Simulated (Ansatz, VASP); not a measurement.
**PbSe (Clausthalite): VASP beside Ansatz**

INCAR

```
PREC = Accurate
ENCUT = 520
EDIFF = 1E-6
ISMEAR = -1
SIGMA = 0.05
LREAL = F
LASPH = T
NELM = 80
ALGO = Normal
ISIF = 2
LWAVE = F
LCHARG = F
GGA = CA
NBANDS = 17
```

The input KPOINTS:

```
Automatic mesh
0
Gamma
  8 8 8
```

File POSCAR:

```
PbSe
1.0
    0.0000000000      3.0192847941      3.0192847941
    3.0192847941      0.0000000000      3.0192847941
    3.0192847941      3.0192847941      0.0000000000
Pb Se
1 1
Direct
    0.0000000000      0.0000000000      0.0000000000
    0.5000000000      0.5000000000      0.5000000000
```

The input input.yaml:

```yaml
crystal:
  lattice:
    - [0.0, 3.0192847941, 3.0192847941]
    - [3.0192847941, 0.0, 3.0192847941]
    - [3.0192847941, 3.0192847941, 0.0]
  atoms:
    - { symbol: Pb, position: [0.0, 0.0, 0.0] }
    - { symbol: Se, position: [0.5, 0.5, 0.5] }
hamiltonian:
  xc: lda
  pseudopotentials: { kind: paw, xc_functional: lda, accuracy: standard }
kpoints:
  mp_grid: { grid: [8, 8, 8] }
scf:
  occupations: { method: fermi_dirac, width: 0.05 }
output:
  forces: true
  stress: true
  eigenvalues: true
```

Alike in both runs: task single point; functional LDA; k mesh 8 × 8 × 8; occupations fermi-dirac, width 0.05 eV; no spin polarisation.

|  | VASP | Ansatz |
| --- | --- | --- |
| version | VASP 6.6.1 | Ansatz 0.2.0 |
| potentials or method | VASP PAW LDA potentials, release 64 (Pb_d, Se) | JTH PAW LDA |
| plane-wave cutoff (eV) | 520 | 1800 |
| valence electrons in the cell | 20 | 20 |

|  | VASP | Ansatz | Ansatz less VASP |
| --- | --- | --- | --- |
| gap on the k mesh at the Fermi level (eV) | 0.02 | 0.04 | +0.018 |
| least direct gap on the mesh (eV) | 0.02 | 0.04 | +0.018 |
| pressure (GPa) | 0.1 | 0.0 | -0.09 |

Caveats: spin-orbit coupling is left out, which as a rule narrows the gap of such compounds by several tenths of an eV.
